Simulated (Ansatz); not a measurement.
# PtSe2 monolayer (1T): modes against biaxial strain in the plane of the sheet, part 2 of 2

Wanted: the shifts of the zone-centre modes of PtSe2 monolayer (1T) with strain.

Ansatz 0.2.0; DFT PBE, scalar-relativistic, plane waves, PAW; PAW set soft_1.

So far. Step 4 (Tight relaxation): The largest force component left is 0.30 meV/Å, within the tolerances set.

## 5. Modes at rest

The force constants come from the linear response of the density to a displacement.

The modes at rest are the reference of the series.

File input.yaml:

```yaml
crystal:
  lattice:
    - [3.7481554773, 0.0, 0.0]
    - [-1.8740777386, 3.2459978606, 0.0]
    - [0.0, 0.0, 29.9272]
  atoms:
    - { symbol: Pt, position: [0.0, 0.0, 0.3341441899] }
    - { symbol: Se, position: [0.3333333333, 0.6666666667, 0.3778510869] }
    - { symbol: Se, position: [0.6666666667, 0.3333333333, 0.2904372929] }
  periodic: [true, true, false]
kpoints:
  mp_grid: { grid: [9, 9, 1] }
hamiltonian:
  xc: pbe
  pseudopotentials: { kind: paw, azcp: { folder: soft_1 } }
scf:
  occupations: { method: fixed }
output:
  eigenvalues: true
phonons:
  method: dfpt
```

Launch:

```console
ansatz run input.yaml --threads 4 --pin off --max-ram 16384MiB --backend cpu --events-out ev --progress --plain --runs-dir out
```

Numbers of over 12 decimals in the logs are rounded to 6 here.

What it wrote:

```text
Warning: crystal.symmetry: narrowed to the stabiliser of the run's FFT grids — unitary ops 12 → 6. A phonons.method: dfpt run fills in the rows of the dynamical matrix that it does not solve by its symmetry operations, which is exact only for operations that map its FFT grids onto themselves: filled in by any other, the frequencies could depend on the order in which like atoms are typed, or, by more than the grids' own error, on where the crystal sits among the grids' points. Excluded: 6 operations. The run can therefore solve more perturbations, solve them on more k-points, or both, and cost more. [rest of the remark cut]
[...]
Crystal: 3 atoms, lattice volume = 364.109 Å³
Basis set: ecut = 420 eV, 7133 PW (Γ), exchange–correlation on 54×54×432 points (8 copies of the dense FFT grid, shifted against one another)
Bands: 30, of which v1, the nominal top of the filled ones, is band 25 counted from 1 (24 counted from 0)
Symmetry: 12 space group operations
k-points: 25 of 81 (irreducible under 2 space group operations, time reversal used)
[...]
SCF iter   1: F=—  HF=-23464.887322 eV  |F-HF|=—  |Δ(HF+E_count)|=         —  Δρ=3.36e-2  dr2=4.55e0  ethr=3.10e-3  ⟨swp⟩=6.1  Hψ=3074  notcnv=0  defer=74
[...]
SCF iter  11: F=-23464.071143 eV  HF=-23464.071143 eV  |F-HF|=5.82e-11  |Δ(HF+E_count)|=  5.20e-10  Δρ=5.88e-8  dr2=1.80e-11  ethr=1.00e-12  ⟨swp⟩=27.2  Hψ=7421  notcnv=0
SCF 1 converged in 11 iterations: F = -23464.071143 eV  dr2 = 1.80e-11
[...]
DFPT response loops at Γ: preconditioner auto → none (the input reference at scf.mixing.eps_inf says where Resta's filter doesn't serve); β = 0.50; Broyden in place of MSR1
SCF converged after 11 iterations
Free energy (F): -23464.071143 eV
[...]
Internal energy: -23464.071143 eV  (E = F + TS)
E sigma→0 (E₀):  -23464.071143 eV
Fermi energy:    -5.730685 eV
[...]
--- Band table (eV; the first three rows and the last of 25) ---
  k-point 0: bands = [... 21 lower, -6.9139, -6.2765, -5.7307, -5.7307, -2.7765, -2.7765, -1.2073 (-1.2074°), -0.4557, ... 1 higher]
  k-point 1: bands = [... 21 lower, -7.3261, -6.0627, -5.7947, -5.7372, -3.5345, -2.9536, -0.7709 (-0.7711°), -0.2487, ... 1 higher]
  k-point 2: bands = [... 21 lower, -7.8218, -6.1098, -5.9628, -5.8515, -4.3410, -3.1588, -0.0611 (-0.0615°), 0.0823, ... 1 higher]
  k-point 24: bands = [... 21 lower, -7.8710, -7.2803, -6.9776, -5.9585, -4.1527, -3.5506, 0.3507 (0.3507°), 0.9386, ... 1 higher]
  ° read free of the cell's end (the report's vacuum.weakly_bound_levels)
--- Phonons (Γ-DFPT): 6 representative perturbations + reference, on 25 of 81 k-points (Σ response iterations 28) ---
  ASR residual: 2.032e-4 → 0.000e0 eV/Å²; symmetrization residual: 5.675e-5 eV/Å²
  The last average, over the group as it would stand without the narrowing to the FFT grids, took up to 3.089e-6 eV/Å² of the zone centre's force constants
  ASR residual per site (eV/Å²): 2.03e-4 5.77e-5 5.96e-5
  Γ frequencies (cm⁻¹): 0.00 0.00 0.00 170.20 170.20 196.77 214.00 214.00 222.40
  non-analytic LO–TO correction: not included (Born effective charges unavailable; polar crystals: no LO–TO splitting at Γ)
```

It took 53 s on 4 threads of Arm Neoverse V2, shared host; peak memory 1.4 GiB.

Numbers from this step:

- sum-rule residual before enforcement: 2.03e-4 eV/Å²
- point group: -3m
- highest optical mode at the zone centre (no LO-TO term): 222.4 cm⁻¹
- lowest optical zone-centre mode: 170.2 cm⁻¹

Without the LO-TO term. Patterns of degenerate modes are one choice out of their space. The modes at Γ (shares of kinetic energy by element, %):

| mode | frequency (cm⁻¹) | symmetry | Pt % | Se % |
| --- | --- | --- | --- | --- |
| 1 | 0.0 | acoustic | 55 | 45 |
| 2 | 0.0 | acoustic | 55 | 45 |
| 3 | 0.0 | acoustic | 55 | 45 |
| 4 | 170.2 | Eg | 0 | 100 |
| 5 | 170.2 | Eg | 0 | 100 |
| 6 | 196.8 | A1g | 0 | 100 |
| 7 | 214.0 | Eu | 45 | 55 |
| 8 | 214.0 | Eu | 45 | 55 |
| 9 | 222.4 | A2u | 45 | 55 |

Displacements in mode 4 (170.2 cm⁻¹), the largest set to 1:
```
Pt1  0.00  0.00  0.00
Se2 -0.44 -1.00  0.00
Se3  0.44  1.00  0.00
```

Displacements in mode 9 (222.4 cm⁻¹), the largest set to 1:
```
Pt1  0.00  0.00  0.81
Se2  0.00  0.00 -1.00
Se3  0.00  0.00 -1.00
```

Before it was imposed, the acoustic sum rule was missed by 2.0e-4 eV/Å². Small misses are needed for a sound result but don't prove that mesh and cutoff are converged. The lowest optical mode is real, 170 cm⁻¹.

## 6. A member of the series: biaxial strain of +5 % in the plane of the sheet

The cell takes a biaxial strain of +5 % in the plane of the sheet. The cell is held, and the atoms relax in it.

File input.yaml:

```yaml
crystal:
  lattice:
    - [3.9355632511, 0.0, 0.0]
    - [-1.9677816256, 3.4082977536, 0.0]
    - [0.0, 0.0, 29.9272]
  atoms:
    - { symbol: Pt, position: [0.0, 0.0, 0.3341441899] }
    - { symbol: Se, position: [0.3333333333, 0.6666666667, 0.3751574836] }
    - { symbol: Se, position: [0.6666666667, 0.3333333333, 0.2931308962] }
  periodic: [true, true, false]
kpoints:
  mp_grid: { grid: [9, 9, 1] }
hamiltonian:
  xc: pbe
  pseudopotentials: { kind: paw, azcp: { folder: soft_1 } }
scf:
  occupations: { method: gaussian, width: 0.02 }
output:
  forces: true
  stress: true
  eigenvalues: true
relax:
  adjacent_minimum: "off"
  f_tol: 0.001
  max_steps: 60
```

What it wrote:

```text
[...]
--- Relaxed structure (4 steps of the walk, 3 accepted, 0 SCFs on fresh bases) ---
  F+E_penalty+E_count = -23463.90911788 eV   max|allowed force component| = 5.366e-5 eV/Å
  cell:  # Å, volume = 401.4306 Å³
    - [3.935563, 2.8867446371211577e-11, 0.0]
    - [-1.967782, 3.408298, 0.0]
    - [0.0, 0.0, 29.9272]
  atoms:
    - { symbol: Pt, position: [0, 0, 0.3341441899] }
    - { symbol: Se, position: [0.333333, 0.666667, 0.374497] }
    - { symbol: Se, position: [0.666667, 0.333333, 0.293792] }
[key lines of the parts left out:]
SCF converged after 5 iterations
Free energy (F): -23463.909118 eV
Fermi energy:    -5.094167 eV
P = ½ c Tr σ = -3.9011 N/m
```

Run time: 9.1 s. Hardware: 4 threads; peak memory 0.73 GiB.

The steps of the relaxation:

| step | energy less that of the first step (eV) | largest force component (eV/Å) |
| --- | --- | --- |
| 1 | 0.0000 | 0.1879 |
| 2 | 0.0050 | 0.2927 |
| 3 | -0.0037 | 0.0037 |
| 4 | -0.0037 | 0.0001 |

Relaxation step 2 was tried and not accepted.

Forces are held to the 12 operations that the run works with; a distortion that breaks them can't arise in this run.

The atoms that moved most (Å):

| atom | dx | dy | dz | length |
| --- | --- | --- | --- | --- |
| Se2 | 0.000 | 0.000 | -0.020 | 0.020 |
| Se3 | 0.000 | 0.000 | 0.020 | 0.020 |

The relaxed structure:

```xyz
3
Lattice="3.9356 0.0000 0.0000 -1.9678 3.4083 0.0000 0.0000 0.0000 29.9272" Properties=species:S:1:pos:R:3
Pt    0.0000    0.0000   10.0000
Se    0.0000    2.2722   11.2076
Se    1.9678    1.1361    8.7924
```

This step gave:

```yaml
gap_on_the_k_mesh: 1.055 eV
area_per_atom: 4.471 Å²
```

The largest force component left is 0.054 meV/Å.

## 7. Zone-centre modes of the member: biaxial strain of +5 % in the plane of the sheet

The zone-centre modes follow for biaxial strain of +5 % in the plane of the sheet.

input.yaml, the sections that differ from step 6:

```yaml
crystal:
  lattice:
    - [3.9355632511, 0.0, 0.0]
    - [-1.9677816256, 3.4082977536, 0.0]
    - [0.0, 0.0, 29.9272]
  atoms:
    - { symbol: Pt, position: [0.0, 0.0, 0.3341441899] }
    - { symbol: Se, position: [0.3333333333, 0.6666666667, 0.3744966084] }
    - { symbol: Se, position: [0.6666666667, 0.3333333333, 0.2937917714] }
  periodic: [true, true, false]
scf:
  occupations: { method: fixed }
output:
  eigenvalues: true
phonons:
  method: dfpt
# kpoints, hamiltonian: as in step 6
# relax: removed
```

What it wrote:

```text
[...]
Crystal: 3 atoms, lattice volume = 401.431 Å³
Basis set: ecut = 420 eV, 7937 PW (Γ), exchange–correlation on 54×54×432 points (8 copies of the dense FFT grid, shifted against one another)
Bands: 30, of which v1, the nominal top of the filled ones, is band 25 counted from 1 (24 counted from 0)
Symmetry: 12 space group operations
k-points: 25 of 81 (irreducible under 2 space group operations, time reversal used)
[...]
SCF iter   1: F=—  HF=-23464.732570 eV  |F-HF|=—  |Δ(HF+E_count)|=         —  Δρ=3.22e-2  dr2=4.84e0  ethr=3.10e-3  ⟨swp⟩=6.0  Hψ=3019  notcnv=0  defer=74
[...]
SCF iter  11: F=-23463.909118 eV  HF=-23463.909118 eV  |F-HF|=1.20e-10  |Δ(HF+E_count)|=  2.55e-11  Δρ=2.63e-8  dr2=2.74e-12  ethr=1.00e-12  ⟨swp⟩=26.7  Hψ=7077  notcnv=0
SCF 1 converged in 11 iterations: F = -23463.909118 eV  dr2 = 2.74e-12
[...]
SCF converged after 11 iterations
Free energy (F): -23463.909118 eV
[...]
Internal energy: -23463.909118 eV  (E = F + TS)
E sigma→0 (E₀):  -23463.909118 eV
Fermi energy:    -5.621650 eV
[...]
--- Band table (eV; the first three rows and the last of 25) ---
  k-point 0: bands = [... 21 lower, -6.7374, -6.1600, -6.0626, -6.0626, -3.1319, -3.1319, -1.5407 (-1.5407°), -0.5374, ... 1 higher]
  k-point 1: bands = [... 21 lower, -7.2639, -6.0935, -5.9897, -5.9350, -3.7559, -3.2736, -1.0781 (-1.0781°), -0.2887, ... 1 higher]
  k-point 2: bands = [... 21 lower, -7.7708, -6.3560, -6.2692, -5.6217, -4.5666, -3.4170, -0.4315 (-0.4315°), -0.1659, ... 1 higher]
  k-point 24: bands = [... 21 lower, -8.0325, -7.2108, -7.0422, -5.9677, -4.1291, -3.9737, -0.0638 (-0.0638°), 0.7998, ... 1 higher]
  ° read free of the cell's end (the report's vacuum.weakly_bound_levels)
[...]
ASR residual: 9.676e-5 → 0.000e0 eV/Å²; symmetrization residual: 3.568e-5 eV/Å²
[...]
ASR residual per site (eV/Å²): 9.68e-5 3.06e-6 1.91e-5
  Γ frequencies (cm⁻¹): 0.00 0.00 0.00 161.25 161.25 181.86 182.54 182.54 212.38
[...]
```

Elapsed: 54 s, on 4 threads; peak memory 1.5 GiB; 3.4 min of CPU time.

Numbers from this step:

- sum-rule residual before enforcement: 9.68e-5 eV/Å²
- highest optical mode at the zone centre (no LO-TO term): 212.4 cm⁻¹
- lowest optical zone-centre mode: 161.2 cm⁻¹

Without the LO-TO term. Patterns of degenerate modes are one choice out of their space. Modes at Γ, with each element's share of the kinetic energy:

| mode | frequency (cm⁻¹) | symmetry | Pt % | Se % |
| --- | --- | --- | --- | --- |
| 1 | 0.0 | acoustic | 55 | 45 |
| 2 | 0.0 | acoustic | 55 | 45 |
| 3 | 0.0 | acoustic | 55 | 45 |
| 4 | 161.2 | Eg | 0 | 100 |
| 5 | 161.2 | Eg | 0 | 100 |
| 6 | 181.9 | A1g | 0 | 100 |
| 7 | 182.5 | Eu | 45 | 55 |
| 8 | 182.5 | Eu | 45 | 55 |
| 9 | 212.4 | A2u | 45 | 55 |

The lowest optical mode is real, 161 cm⁻¹, and the highest lies at 212.4 cm⁻¹.

Between step 5 and this run (strain 5 %) the value for the highest optical mode at the zone centre (no LO-TO term) moves from 222 cm⁻¹ to 212 cm⁻¹ (-5 %).

## 8. Relaxation of a member: biaxial strain of -3 % in the plane of the sheet

The cell takes a biaxial strain of -3 % in the plane of the sheet. The cell is held, and the atoms relax in it.

File input.yaml:

```yaml
crystal:
  lattice:
    - [3.6357108129, 0.0, 0.0]
    - [-1.8178554064, 3.1486179248, 0.0]
    - [0.0, 0.0, 29.9272]
  atoms:
    - { symbol: Pt, position: [0.0, 0.0, 0.3341441899] }
    - { symbol: Se, position: [0.3333333333, 0.6666666667, 0.3792630686] }
    - { symbol: Se, position: [0.6666666667, 0.3333333333, 0.2890253112] }
  periodic: [true, true, false]
kpoints:
  mp_grid: { grid: [9, 9, 1] }
hamiltonian:
  xc: pbe
  pseudopotentials: { kind: paw, azcp: { folder: soft_1 } }
scf:
  occupations: { method: gaussian, width: 0.02 }
output:
  forces: true
  stress: true
  eigenvalues: true
relax:
  adjacent_minimum: "off"
  f_tol: 0.001
  max_steps: 60
```

What it wrote:

```text
[...]
Crystal: 3 atoms, lattice volume = 342.591 Å³
Basis set: ecut = 420 eV, 6629 PW (Γ), exchange–correlation on 50×50×432 points (8 copies of the dense FFT grid, shifted against one another)
Bands: 30, of which v1, the nominal top of the filled ones, is band 25 counted from 1 (24 counted from 0)
Symmetry: 12 space group operations
[...]
--- Relaxed structure (5 steps of the walk, 5 accepted, 0 SCFs on fresh bases) ---
  F+E_penalty+E_count = -23464.00659420 eV   max|allowed force component| = 1.128e-5 eV/Å
  cell:  # Å, volume = 342.5906 Å³
    - [3.635711, -2.88674678635813e-11, 0.0]
    - [-1.817855, 3.148618, 0.0]
    - [0.0, 0.0, 29.9272]
  atoms:
    - { symbol: Pt, position: [0, 0, 0.3341441899] }
    - { symbol: Se, position: [0.333333, 0.666667, 0.379994] }
    - { symbol: Se, position: [0.666667, 0.333333, 0.288294] }
[key lines of the parts left out:]
SCF converged after 4 iterations
Free energy (F): -23464.006594 eV
Fermi energy:    -4.844735 eV
P = ½ c Tr σ = 2.9565 N/m
```

The job ended after 9.5 s (4 threads; peak memory 0.68 GiB; 35 s of CPU time).

Relaxation path:

| step | energy less that of the first step (eV) | largest force component (eV/Å) |
| --- | --- | --- |
| 1 | 0.0000 | 0.2663 |
| 2 | -0.0018 | 0.2153 |
| 3 | -0.0058 | 0.0025 |
| 4 | -0.0058 | 0.0024 |
| 5 | -0.0058 | 0.0000 |

The run keeps the 12 symmetry operations that it works with, so distortions that break them were not tested.

The atoms that moved most (Å):

| atom | dx | dy | dz | length |
| --- | --- | --- | --- | --- |
| Se3 | 0.000 | 0.000 | -0.022 | 0.022 |
| Se2 | 0.000 | 0.000 | 0.022 | 0.022 |

The relaxed structure:

```xyz
3
Lattice="3.6357 0.0000 0.0000 -1.8179 3.1486 0.0000 0.0000 0.0000 29.9272" Properties=species:S:1:pos:R:3
Pt    0.0000    0.0000   10.0000
Se    0.0000    2.0991   11.3722
Se    1.8179    1.0495    8.6278
```

Numbers from this step:

* gap on the k-mesh: 1.244 eV
* area per atom: 3.816 Å²

The largest force component left is 0.011 meV/Å.

## 9. Modes of this member: biaxial strain of -3 % in the plane of the sheet

The zone-centre modes follow for biaxial strain of -3 % in the plane of the sheet.

input.yaml, the sections that differ from step 8:

```yaml
crystal:
  lattice:
    - [3.6357108129, 0.0, 0.0]
    - [-1.8178554064, 3.1486179248, 0.0]
    - [0.0, 0.0, 29.9272]
  atoms:
    - { symbol: Pt, position: [0.0, 0.0, 0.3341441899] }
    - { symbol: Se, position: [0.3333333333, 0.6666666667, 0.3799938873] }
    - { symbol: Se, position: [0.6666666667, 0.3333333333, 0.2882944925] }
  periodic: [true, true, false]
scf:
  occupations: { method: fixed }
output:
  eigenvalues: true
phonons:
  method: dfpt
# kpoints, hamiltonian: as in step 8
# relax: removed
```

What it wrote:

```text
[...]
Crystal: 3 atoms, lattice volume = 342.591 Å³
Basis set: ecut = 420 eV, 6629 PW (Γ), exchange–correlation on 50×50×432 points (8 copies of the dense FFT grid, shifted against one another)
Bands: 30, of which v1, the nominal top of the filled ones, is band 25 counted from 1 (24 counted from 0)
Symmetry: 12 space group operations
[...]
k-point 24: bands = [... 21 lower, -7.7161, -7.3736, -6.8823, -5.9025, -4.2004, -3.3094, 0.5161 (0.5162°), 1.0297, ... 1 higher]
  ° read free of the cell's end (the report's vacuum.weakly_bound_levels)
[...]
ASR residual: 2.359e-4 → 0.000e0 eV/Å²; symmetrization residual: 5.456e-5 eV/Å²
[...]
ASR residual per site (eV/Å²): 2.36e-4 9.71e-5 9.46e-5
  Γ frequencies (cm⁻¹): 0.00 0.00 0.00 172.66 172.66 202.56 224.87 227.17 227.17
[...]
[key lines of the parts left out:]
SCF converged after 11 iterations
Free energy (F): -23464.006594 eV
Fermi energy:    -5.466906 eV
```

The job ended after 48 s (4 threads; peak memory 1.3 GiB).

Numbers from this step:

| Property | Result |
| --- | --- |
| sum-rule residual before enforcement | 2.36e-4 eV/Å² |
| highest optical mode at the zone centre (no LO-TO term) | 227.2 cm⁻¹ |
| lowest optical zone-centre mode | 172.7 cm⁻¹ |

Without the LO-TO term. Patterns of degenerate modes are one choice out of their space. The modes at Γ (shares of kinetic energy by element, %):

| mode | frequency (cm⁻¹) | symmetry | Pt % | Se % |
| --- | --- | --- | --- | --- |
| 1 | 0.0 | acoustic | 55 | 45 |
| 2 | 0.0 | acoustic | 55 | 45 |
| 3 | 0.0 | acoustic | 55 | 45 |
| 4 | 172.7 | Eg | 0 | 100 |
| 5 | 172.7 | Eg | 0 | 100 |
| 6 | 202.6 | A1g | 0 | 100 |
| 7 | 224.9 | A2u | 45 | 55 |
| 8 | 227.2 | Eu | 45 | 55 |
| 9 | 227.2 | Eu | 45 | 55 |

The lowest optical mode is real, 173 cm⁻¹, and the highest lies at 227.2 cm⁻¹.

Between step 5 and this run (strain -3 %) the value for the highest optical mode at the zone centre (no LO-TO term) moves from 222 cm⁻¹ to 227 cm⁻¹ (+2 %).

## 10. All members side by side

The members are set side by side, also those not shown above.

Energies are extrapolated to zero smearing, and E0 is that at rest; the cell is clamped and the atoms are relaxed. State of the crystal along the series:

| strain (%) | E - E0 (meV/atom) | gap on mesh (eV) |
| --- | --- | --- |
| -3 | 21.52 | 1.244 |
| -2 | 9.482 | 1.302 |
| -1 | 2.353 | 1.35 |
| 0 | 0 | 1.39 |
| 1 | 2.282 | 1.383 |
| 2 | 9.026 | 1.301 |
| 3 | 20.04 | 1.222 |
| 4 | 35.11 | 1.135 |
| 5 | 54.01 | 1.055 |

Optical modes are counted from below at rest and tracked from member to member by their patterns, and modes that stay within 0.3 cm⁻¹ of each other stand once; labels, where given, are those at rest; the cell is clamped and the atoms are relaxed. Optical modes along the series:

| strain (%) | optical mode 1 Eg (cm⁻¹) | optical mode 2 A1g (cm⁻¹) | optical mode 3 Eu (cm⁻¹) | optical mode 4 A2u (cm⁻¹) |
| --- | --- | --- | --- | --- |
| -3 | 172.7 | 202.6 | 227.2 | 224.9 |
| -2 | 172.1 | 200.9 | 223.3 | 224.3 |
| -1 | 171.3 | 199 | 218.9 | 223.5 |
| 0 | 170.2 | 196.8 | 214 | 222.4 |
| 1 | 168.9 | 194.3 | 208.6 | 221 |
| 2 | 167.3 | 191.6 | 202.7 | 219.3 |
| 3 | 165.5 | 188.6 | 196.3 | 217.3 |
| 4 | 163.5 | 185.4 | 189.6 | 215 |
| 5 | 161.2 | 181.9 | 182.5 | 212.4 |

Value and slope at zero strain of a cubic (a lower polynomial where under five rows exist) through the rows within 2 % of rest. Slopes at rest:

| mode | frequency (cm⁻¹) | shift per percent of strain (cm⁻¹) |
| --- | --- | --- |
| optical mode 1 Eg | 170.2 | -1.22 |
| optical mode 2 A1g | 196.8 | -2.31 |
| optical mode 3 Eu | 214 | -5.19 |
| optical mode 4 A2u | 222.4 | -1.24 |

## 11. What came out

```
members                                                          : 9
highest optical mode at the zone centre (no LO-TO term), at rest : 222.4 cm⁻¹
optical mode 1 Eg, shift per percent                             : -1.22 cm⁻¹
optical mode 2 A1g, shift per percent                            : -2.31 cm⁻¹
optical mode 3 Eu, shift per percent                             : -5.19 cm⁻¹
optical mode 4 A2u, shift per percent                            : -1.24 cm⁻¹
```

In words: The fastest shift in the table of slopes is -5.2 cm⁻¹ for each percent (optical mode 3 Eu). These are harmonic frequencies at zero temperature: anharmonic shifts, linewidths and thermal expansion are left out. Spin-orbit coupling is left out, which can matter for the heavy elements here. The starting cell was built on a prototype and not taken from a measurement. Only the zone centre was solved, so an instability at another wavevector cannot show here. In a sheet the LO-TO splitting vanishes at the zone centre, so no such term is missing here. The program warns in at least one run that the printed band levels were not confirmed.

[Logs are printed without paths, hosts, clocks, repeated set-up lines and the standing remarks that a program may print on its own settings, such as how far it seeks lower states.]

[Hosts, paths, dates, database ids (printed as entryN), source tags and the programs' standing remarks are cut or masked in the printed files.]
